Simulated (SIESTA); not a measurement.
# Ti under changes of volume

One of the cells (17.636 Å³/atom); the others are scaled copies at fixed shape and fractional positions:

```
Ti
1.0
     2.95000    0.00000    0.00000
    -1.47500    2.55477    0.00000
     0.00000    0.00000    4.68000
Ti
2
Direct
  0.66667 0.33333 0.75000
  0.33333 0.66667 0.25000
```

- Program: SIESTA 5.4.2
- Functional: LDA
- Potentials or basis: PseudoDojo 0.4 standard (LDA files)
- Basis: DZP (energy shift 0.003 Ry; two zetas on semicore shells)
- Grid cutoff: 800 Ry
- Energy shift: 0.003 Ry
- k mesh: 10 × 10 × 6
- Occupations: fermi-dirac, width 0.05 eV
- Spin: no spin polarisation

```csv
volume (Å³/atom),energy over the lowest point (meV/atom),pressure (GPa)
16.577,0.00,-3.0
16.930,9.48,-5.4
17.283,23.89,-7.5
17.636,42.84,-9.5
17.988,65.91,-11.4
18.341,?,?
18.694,122.98,-14.4
```

**Question.** What does the run at 18.341 Å³/atom give?

**Answer.** Energy over the lowest point 92.74 meV/atom; pressure -12.9 GPa.

Worked out: A Birch-Murnaghan fit of order 3 (a polynomial in V^(-2/3)) to the other rows has its minimum at 16.16 Å³/atom, just outside them, with B0 = V·E''(V) = 127 GPa and B' = 3.3 at fixed shape and positions, which overstates the stiffness. It gives 92.73 meV/atom at 18.341 Å³/atom, against the run's 92.74, and -dE/dV = -13.0 GPa, against -12.9.

Energies are extrapolated to zero smearing.

Caveats: the basis of atomic orbitals isn't converged, which shifts pressures, moduli and gaps.
